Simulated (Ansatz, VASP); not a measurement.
**Two plane-wave programs on LiCl**

```
Li Cl
1.0
     0.00000    2.52257    2.52257
     2.52257    0.00000    2.52257
     2.52257    2.52257    0.00000
Li Cl
1 1
Direct
  0.00000 0.00000 0.00000
  0.50000 0.50000 0.50000
```

Alike in both runs: task single point; functional PBE; k mesh 8 × 8 × 8; occupations gaussian, width 0.02 eV; no spin polarisation.

|  | VASP | Ansatz |
| --- | --- | --- |
| version | VASP 6.6.1 | Ansatz 0.2.0 |
| potentials or method | VASP PAW PBE potentials, release 64 (Li_sv, Cl) | scalar-relativistic, plane waves, PAW |
| plane-wave cutoff (eV) | 520 | 420 |
| valence electrons in the cell | 10 | 10 |

Ansatz gave:

| Quantity | Value |
| --- | --- |
| gap on the k mesh at the Fermi level (eV) | 6.62 |
| least direct gap on the mesh (eV) | 6.62 |

Problem. Estimate VASP's values.

Solution. gap on the k mesh at the Fermi level (eV): 6.64; least direct gap on the mesh (eV): 6.64.

 PBE gaps usually lie below the measured ones, often by a third to a half. A k mesh can miss the band edges.
